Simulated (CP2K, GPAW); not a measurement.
## One calculation of Rh, 3 ways

```
Rh
1.0
     2.68397    0.00000    0.00000
     1.34198    2.32438    0.00000
     1.34198    0.77479    2.19145
Rh
1
Direct
  0.00000 0.00000 0.00000
```

Alike in all runs: task band structure; functional LDA; k mesh 12 × 12 × 12; occupations fermi-dirac, width 0.05 eV; no spin polarisation; no spin-orbit coupling. LDA stands for any of its common fits. Pressure is positive in compression and, in plane waves, holds the error of the finite cutoff.

| program and potentials | plane-wave cutoff (eV) | notes | pressure (GPa) |
| --- | --- | --- | --- |
| CP2K, POTENTIAL_UZH Rh GTH-PBE-q17; TZVP-MOLOPT-PBE-GTH basis | - | atomic basis; potentials made for PBE; 17 valence electrons an atom on average | -6.97 |
| CP2K, GTH_POTENTIALS Rh GTH-PADE-q17; TZVP-MOLOPT-PBE-GTH basis | - | atomic basis; 17 valence electrons an atom on average | -15.79 |
| GPAW, PAW data sets generated for this functional | 600 | 15 valence electrons an atom on average | ? |

Question: Estimate from the other rows what the run with GPAW, PAW data sets generated for this functional gave.

Answer: Pressure -8.44 GPa. The other rows, which needn't bracket it: pressure -15.79 to -6.97.
